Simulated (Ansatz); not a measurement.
# Al₃Cu₂ films: biaxial stress and wafer bow

Plane-wave DFT in Ansatz, r2SCAN, scalar-relativistic PAW potentials, cutoff 500 eV, no spin-orbit coupling; no spin polarisation. Al₃Cu₂ in space group P-3m1, which needn't be the usual phase of this composition, strained equally along a and b of the conventional cell, with c and the atoms relaxed within the symmetry (a film with c along the normal). Stress is the in-plane mean, tension positive.

| strain (%) | stress (GPa) | E − E(0) (meV/atom) |
| --- | --- | --- |
| -3.0 | -9.51 | 25.2 |
| -2.0 | -6.26 | 11.1 |
| -1.0 | -3.06 | 2.7 |
| +0.0 | 0.01 | 0.0 |
| +1.0 | 2.74 | 2.6 |
| +2.0 | ? | 9.9 |
| +3.0 | 7.11 | 21.1 |

Problem. Fit the stress, get the biaxial modulus and predict the missing row.

Solution. A parabola through the given rows is σ = -0.04 + 2.794 ε -0.1319 ε² GPa (ε in %), so M = dσ/dε = 279 GPa at zero. It predicts 5.02 GPa at +2.0 %; the run gave 5.08 GPa. The miss is 0.06 GPa, so the fit holds. The negative square term means that the film is stiffer in compression than in tension. The energies check it: E/V = Mε² at small strain, and a cubic fit with V = 14.54 Å³/atom gives M = 283 GPa, in agreement.

Problem. How much does a 20 nm film at -0.3 % strain bow a 300 mm Si(001) wafer 775 μm thick?

Solution. The fit, without its small constant, gives σ = -0.85 GPa. Stoney's formula, κ = 6σt_f/(M_s t_s²) with M_s = 180.5 GPa for Si(001) (literature), gives |κ| = 0.94×10⁻³ m⁻¹ and a bow κr²/2 = 10.6 μm at r = 150 mm, with the film side convex (compression pushes the centre up). This assumes a single-crystal or fully textured, unrelaxed film at 0 K.

The cell has no gap in any row, so the stresses hang on mesh and smearing.

Cost: about 19 core-minutes for the runs cited, on Intel Xeon Processor @ 2.70GHz (shared hosts).